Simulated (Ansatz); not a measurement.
# CdTe (F-43m) in Ansatz: convergence with basis error

Aim: find how far basis error must go before the results for CdTe settle, at LDA. This setting moves, with any that are tied to it; all else stays.

Program: Ansatz 0.2.0. These are calculated values, not measurements. Logs are shortened: lines on timing, memory, paths and dates and some standing lists are left out, and cuts for length are marked.

## 1. The structure

The structure is cubic, space group F-43m (No. 216). Conventional cell: a = 6.410 Å, b = 6.410 Å, c = 6.410 Å, α = 90.00°, β = 90.00°, γ = 90.00°. Te (site symmetry -43m) is surrounded by 4 Cd at 2.78 Å. Cd (site symmetry -43m) is surrounded by 4 Te at 2.78 Å.

## 2. With basis error 0.03 eV/atom

input.yaml

```yaml
crystal:
  lattice:
    - [0.0, 3.205, 3.205]
    - [3.205, 0.0, 3.205]
    - [3.205, 3.205, 0.0]
  atoms:
    - { symbol: Te, position: [0.75, 0.75, 0.75] }
    - { symbol: Cd, position: [0.0, 0.0, 0.0] }
kpoints:
  mp_grid: { grid: [7, 7, 7] }
scf:
  occupations: { method: fermi_dirac, width: 0.05 }
hamiltonian:
  xc: lda
  pseudopotentials: { kind: all_electron, lapw: { basis_error: 0.03 } }
output:
  forces: true
  stress: true
  eigenvalues: true
```

Potentials or basis: all-electron LAPW, scalar-relativistic.

Run with:

```sh
> ansatz run input.yaml --threads 1 --pin off --max-ram 3072MiB --backend cpu --events-out ev --progress --plain --runs-dir out
```

It took 3.1 s on 1 thread of Intel Xeon 6975P-C (Granite Rapids), shared host; peak memory 0.26 GiB.

What came out:

```
Free energy            : -336831.5003 eV
Pressure               : 0.1 GPa
Band gap on the k mesh : 0.61 eV, direct
```

## 3. With basis error 0.01 eV/atom

Edit input.yaml of step 2 so:

```diff
@@ -14,3 +14,3 @@
   xc: lda
-  pseudopotentials: { kind: all_electron, lapw: { basis_error: 0.03 } }
+  pseudopotentials: { kind: all_electron, lapw: { basis_error: 0.01 } }
 output:
```

Potentials or basis: all-electron LAPW, scalar-relativistic.

Run with:

```sh
> ansatz run input.yaml --threads 1 --pin off --max-ram 3072MiB --backend cpu --events-out ev --progress --plain --runs-dir out
```

Wall time 4.2 s (1 thread of Intel Xeon 6975P-C (Granite Rapids), shared host); peak memory 0.28 GiB.

Results:

```
Free energy            : -336831.5150 eV
Pressure               : 0.0 GPa
Band gap on the k mesh : 0.61 eV, direct
```

## 4. With basis error 0.003 eV/atom

Edit input.yaml of step 3 so:

```diff
@@ -14,3 +14,3 @@
   xc: lda
-  pseudopotentials: { kind: all_electron, lapw: { basis_error: 0.01 } }
+  pseudopotentials: { kind: all_electron, lapw: { basis_error: 0.003 } }
 output:
```

Run with:

```sh
> ansatz run input.yaml --threads 1 --pin off --max-ram 3072MiB --backend cpu --events-out ev --progress --plain --runs-dir out
```

Wall time 5.8 s (1 thread of Intel Xeon 6975P-C (Granite Rapids), shared host); peak memory 0.3 GiB.

Results:

| Property | Result |
| --- | --- |
| Free energy | -336831.5200 eV |
| Pressure | 0.0 GPa |
| Band gap on the k mesh | 0.61 eV, direct |

## 5. With basis error 0.001 eV/atom

Edit input.yaml of step 4 so:

```diff
@@ -14,3 +14,3 @@
   xc: lda
-  pseudopotentials: { kind: all_electron, lapw: { basis_error: 0.003 } }
+  pseudopotentials: { kind: all_electron, lapw: { basis_error: 0.001 } }
 output:
```

Run with:

```sh
> ansatz run input.yaml --threads 1 --pin off --max-ram 3072MiB --backend cpu --events-out ev --progress --plain --runs-dir out
```

It took 6.8 s on 1 thread of Intel Xeon 6975P-C (Granite Rapids), shared host; peak memory 0.32 GiB.

Results:

```
Free energy            : -336831.5214 eV
Pressure               : 0.0 GPa
Band gap on the k mesh : 0.61 eV, direct
```

## 6. With basis error 0.0003 eV/atom

Edit input.yaml of step 5 so:

```diff
@@ -14,3 +14,3 @@
   xc: lda
-  pseudopotentials: { kind: all_electron, lapw: { basis_error: 0.001 } }
+  pseudopotentials: { kind: all_electron, lapw: { basis_error: 0.0003 } }
 output:
```

Potentials or basis: all-electron LAPW, scalar-relativistic.

Run with:

```sh
> ansatz run input.yaml --threads 1 --pin off --max-ram 3072MiB --backend cpu --events-out ev --progress --plain --runs-dir out
```

Run time: 8.6 s. Hardware: 1 thread of Intel Xeon 6975P-C (Granite Rapids), shared host; peak memory 0.36 GiB.

Results (log left out):

```
Free energy            : -336831.5219 eV
Pressure               : 0.0 GPa
Band gap on the k mesh : 0.61 eV, direct
```

## 7. With basis error 0.0001 eV/atom

Edit input.yaml of step 6 so:

```diff
@@ -14,3 +14,3 @@
   xc: lda
-  pseudopotentials: { kind: all_electron, lapw: { basis_error: 0.0003 } }
+  pseudopotentials: { kind: all_electron, lapw: { basis_error: 0.0001 } }
 output:
```

Potentials or basis: all-electron LAPW, scalar-relativistic.

Run with:

```sh
> ansatz run input.yaml --threads 1 --pin off --max-ram 3072MiB --backend cpu --events-out ev --progress --plain --runs-dir out
```

The log of the run:

```text
Warning: RAYON_NUM_THREADS=1 ignored (pool sized by the plan → 1); use --threads N
LAPW: plane waves up to 9.287 Å⁻¹, error target 1.0e-4 eV per atom; small_component_spin mean_spin; Cd in spheres of 1.393 Å, 30 of its electrons in bands, Dirac shells []; Te in spheres of 1.383 Å, 24 of its electrons in bands, Dirac shells [] (how accurate: hamiltonian.pseudopotentials.lapw.basis_error, Limitations)
Engine: ansatz 0.2.0, x86_64-unknown-linux-gnu
Pseudopotentials: kind: all_electron
Pseudopotential: Te, LAPW, valence charge 24, lapw/all_electron/scalar/gaussian/Te, Koelling and Harmon's equation, gaussian nucleus
Pseudopotential: Cd, LAPW, valence charge 30, lapw/all_electron/scalar/gaussian/Cd, Koelling and Harmon's equation, gaussian nucleus
Functional definition: SPW92
  exchange = slater_x
  correlation = pw_c
Crystal: 2 atoms, lattice volume = 65.844 Å³
Basis set: ecut = 328.6266809099967 eV, 893 PW (Γ), exchange–correlation at level 2
Bands: 33, of which v1, the nominal top of the filled ones, is band 27 counted from 1 (26 counted from 0)
Symmetry: 24 space group operations
Space group: F-43m (ITA 216), of the structure as read, at distance tolerance 4.0e-5 Å
k-points: 20 of 343 (time reversal used)
Non-local potential: Te, projectors of the file, none
Non-local potential: Cd, projectors of the file, none
Initial density: superposition of atomic densities (chi_scale 0.1, normalization cell, long waves kept (reshape's long-wave potential 0.00 eV rms))
Initial wavefunctions: plane waves of lowest kinetic energy (no species holds an atomic orbital)
Functional: x = slater, c = lda
iter 1 solved again at ethr=9.13e-4 eV; its pass at ethr=1.00e-1 eV (dr2=4.93e-1 eV) is discarded
SCF iter   1: F=—  HF=-336831.763807 eV  |F-HF|=—  |Δ(HF+E_count)|=         —  Δρ=1.98e-2  dr2=4.94e-1  ethr=9.13e-4  ⟨swp⟩=2.1  Hψ=4048  notcnv=0
preconditioner: auto → none  [insulator: Δε(μ)=0.935 eV  Ē_g=12.377 eV  σ=0.050 eV  W_gap=1.00  n_scr=14 (ndim 8)  ℏωp=19.4 eV  f_vac=0.258  D(μ)=0.00/eV (n_scr^D=0)  ε∞_Penn≈3.5]
iter 2 solved again at ethr=3.86e-5 eV; its pass at ethr=9.13e-4 eV (dr2=2.09e-2 eV) is discarded
SCF iter   2: F=—  HF=-336831.555702 eV  |F-HF|=—  |Δ(HF+E_count)|=   2.08e-1  Δρ=6.18e-3  dr2=2.09e-2  ethr=3.86e-5  ⟨swp⟩=2.0  Hψ=3293  notcnv=0
SCF iter   3: F=—  HF=-336831.524845 eV  |F-HF|=—  |Δ(HF+E_count)|=   3.09e-2  Δρ=3.59e-3  dr2=7.73e-3  ethr=3.86e-5  ⟨swp⟩=2.0  Hψ=2005  notcnv=0
SCF iter   4: F=—  HF=-336831.522255 eV  |F-HF|=—  |Δ(HF+E_count)|=         —  Δρ=1.12e-3  dr2=8.23e-4  ethr=1.43e-5  ⟨swp⟩=2.0  Hψ=1900  notcnv=0
the basis was enlarged: its passes take 368.2 KiB over the memory plan, 1 of 1 planned eigensolver slots
SCF iter   5: F=—  HF=-336831.522029 eV  |F-HF|=—  |Δ(HF+E_count)|=   2.26e-4  Δρ=1.65e-4  dr2=1.15e-5  ethr=1.52e-6  ⟨swp⟩=2.0  Hψ=1900  notcnv=0
SCF iter   6: F=—  HF=-336831.522025 eV  |F-HF|=—  |Δ(HF+E_count)|=   3.20e-6  Δρ=2.48e-5  dr2=2.37e-7  ethr=2.13e-8  ⟨swp⟩=2.0  Hψ=1900  notcnv=0
SCF iter   7: F=-336831.522025 eV  HF=-336831.522025 eV  |F-HF|=1.51e-9  |Δ(HF+E_count)|=   8.52e-8  Δρ=2.39e-6  dr2=2.26e-9  ethr=4.40e-10  ⟨swp⟩=2.6  Hψ=1919  notcnv=0
SCF 1 converged in 7 iterations: F = -336831.522025 eV  dr2 = 2.26e-9
SCF converged after 7 iterations
Free energy (F): -336831.522025 eV
Harris-Foulkes:  -336831.522025 eV  (|F-HF|=1.51e-9)
Internal energy: -336831.522008 eV  (E = F + TS)
E sigma→0 (E₀):  -336831.522017 eV
Entropy (-TS):   -0.000018 eV (-0.009 meV/atom)
Fermi energy:    9.367669 eV
--- Per-component energies (eV) ---
  E_band       = -5437.387254
  E_kinetic    = 354333.795834
  E_xc         = -8708.339912
  E_electrostatic = -682456.977929  (all electrons and nuclei)
  E_smearing   = -0.000018  (= −TS)
  E_closure    = 0.000000  (closes the sum)
  E_atoms      = -336825.476685  (free atoms, spherical and without spin; not in F)
  Σ components = -336831.522025   (vs F -336831.522025, Δ=0.00e0)
  Basis errors (estimates in eV, not in F): energy 4.0e-5 per atom: plane waves 3.6e-5 (2.2e-5 summed), levels above the bands 5.2e-73, relativity 3.5e-9, radial functions 4.2e-6, core shells 6.8e-9; eigenvalues (radial functions only) 9.9e-8; not estimated: angular momenta, meshes, grids; target (lapw.basis_error) 1.0e-4; muffin-tin radii Cd 1.393 Å, Te 1.383 Å
--- Forces (eV/Å), atoms counted from 1 ---
  atom   1  Te    -0.00000000     0.00000000    -0.00000000
  atom   2  Cd     0.00000000    -0.00000000     0.00000000
  max |Σ_I F_I| component: 2.78e-17 eV/Å
--- Stress (GPa, compression-positive) ---
       -0.008615      -0.000000      -0.000000
       -0.000000      -0.008615       0.000000
       -0.000000       0.000000      -0.008615
  P = ⅓ Tr σ = -0.0086 GPa (-0.086 kbar)
--- Band table (eV; the first three rows and the last of 20) ---
  k-point 0: bands = ["-380.7906", "-380.7906", "-380.7889", "-380.7889", "-380.7889", "-149.1746", "-99.3928", "-99.3928", "-99.3928", "-92.9095", "-54.0629", "-54.0629", "-54.0629", "-26.9966", "-26.9966", "-26.9966", "-26.9863", "-26.9863", "-2.4371", "0.6478", "0.6478", "0.6478", "0.9376", "0.9376", "9.0325", "9.0325", "9.0325", "9.6413", "13.5435", "13.5435", "13.5435", "16.2793", "18.6123"]
  k-point 1: bands = ["-380.7906", "-380.7906", "-380.7889", "-380.7889", "-380.7889", "-149.1746", "-99.3928", "-99.3928", "-99.3928", "-92.9095", "-54.0629", "-54.0629", "-54.0629", "-26.9966", "-26.9966", "-26.9966", "-26.9863", "-26.9863", "-2.3549", "0.6636", "0.6636", "0.7079", "0.9362", "0.9362", "7.4844", "8.8426", "8.8426", "10.6809", "13.5534", "13.8225", "13.8225", "17.1900", "17.6377"]
  k-point 2: bands = ["-380.7906", "-380.7906", "-380.7889", "-380.7889", "-380.7889", "-149.1746", "-99.3928", "-99.3928", "-99.3928", "-92.9095", "-54.0630", "-54.0629", "-54.0629", "-26.9967", "-26.9964", "-26.9964", "-26.9863", "-26.9863", "-2.1682", "0.6954", "0.6954", "0.9189", "0.9379", "0.9379", "5.7399", "8.4802", "8.4802", "10.8730", "14.1684", "14.1684", "14.6809", "16.9827", "17.6470"]
  k-point 19: bands = ["-380.7906", "-380.7906", "-380.7889", "-380.7889", "-380.7889", "-149.1746", "-99.3928", "-99.3928", "-99.3928", "-92.9095", "-54.0630", "-54.0630", "-54.0629", "-26.9968", "-26.9964", "-26.9960", "-26.9863", "-26.9860", "-1.8752", "0.7741", "0.7911", "0.9015", "0.9398", "1.5142", "4.6219", "6.3371", "7.0745", "12.6325", "13.7718", "14.8649", "15.6626", "17.8806", "19.2718"]
```

It took 11 s on 1 thread of Intel Xeon 6975P-C (Granite Rapids), shared host; peak memory 0.41 GiB.

What came out:

```
Free energy            : -336831.5220 eV
Pressure               : 0.0 GPa
Band gap on the k mesh : 0.61 eV, direct
```

## 8. Summary

```csv
basis error,"energy less the tightest run, at zero smearing (meV/atom)",pressure (GPa),SCF cycles,CPU time (s),peak memory (GiB)
0.03 eV/atom,10.85,0.08,7,3,0.26
0.01 eV/atom,3.53,0.02,7,4.2,0.28
0.003 eV/atom,1.00,0.00,7,5.7,0.3
0.001 eV/atom,0.32,-0.01,7,6.8,0.32
0.0003 eV/atom,0.07,-0.01,7,8.6,0.36
0.0001 eV/atom,0.00,-0.01,7,11,0.41
```

Against the tightest run, the energy stays within 1 meV/atom from 0.001 eV/atom on; the pressure stays within 0.1 GPa from 0.03 eV/atom on. The tightest run that finished is the yardstick and may itself not be fully converged.

Caveats: spin-orbit coupling is left out, which moves the levels of the heavy elements.
